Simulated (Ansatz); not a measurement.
# SrCl2: the cost of one run

Computed with Ansatz 0.2.0 (DFT PBE, scalar-relativistic, unless a step's input says otherwise).

## Step 1: The system as given

Symmetry: Fm-3m, No. 225, cubic system. The conventional cell has a = 6.971 Å, b = 6.971 Å, c = 6.971 Å, α = 90.00°, β = 90.00°, γ = 90.00°. Sr (site symmetry m-3m) is surrounded by 8 Cl at 3.02 Å. Cl (site symmetry -43m) is surrounded by 4 Sr at 3.02 Å.

As a file:

```cif
data_structure
_symmetry_space_group_name_H-M 'P 1'
_symmetry_Int_Tables_number 1
_cell_length_a 4.9292
_cell_length_b 4.9292
_cell_length_c 4.9292
_cell_angle_alpha 60.000
_cell_angle_beta 60.000
_cell_angle_gamma 60.000
_cell_volume 84.69
loop_
_atom_site_label
_atom_site_type_symbol
_atom_site_fract_x
_atom_site_fract_y
_atom_site_fract_z
_atom_site_occupancy
Sr1 Sr 0.00000 0.00000 0.00000 1
Cl1 Cl 0.25000 0.25000 0.25000 1
Cl2 Cl 0.75000 0.75000 0.75000 1
```

Atoms are numbered in the order of the input: Sr1, Cl2, Cl3.

## Step 2: The deformed structure

Space group Fm-3m before, I4/mmm after.

## Step 3: All-electron LAPW

input.yaml

```yaml
crystal:
  lattice:
    - [0.0, 3.380935, 3.4855]
    - [3.380935, 0.0, 3.4855]
    - [3.380935, 3.380935, 0.0]
  atoms:
    - { symbol: Sr, position: [0.0, 0.0, 0.0] }
    - { symbol: Cl, position: [0.25, 0.25, 0.25] }
    - { symbol: Cl, position: [0.75, 0.75, 0.75] }
kpoints:
  mp_grid: { grid: [8, 8, 8] }
scf:
  occupations: { method: fermi_dirac, width: 0.01 }
hamiltonian:
  xc: pbe
  pseudopotentials: { kind: all_electron, lapw: { basis_error: 0.001 } }
output:
  forces: true
  stress: true
  eigenvalues: true
```

The run is started by

```bash
> ansatz run input.yaml --threads 1 --pin off --max-ram 4096MiB --backend cpu --events-out ev --progress --plain --runs-dir out
```

What time and memory should one allow on 1 thread of Intel Xeon at 2.70GHz, shared host?

About 19 s, with a peak of 0.4 GiB.
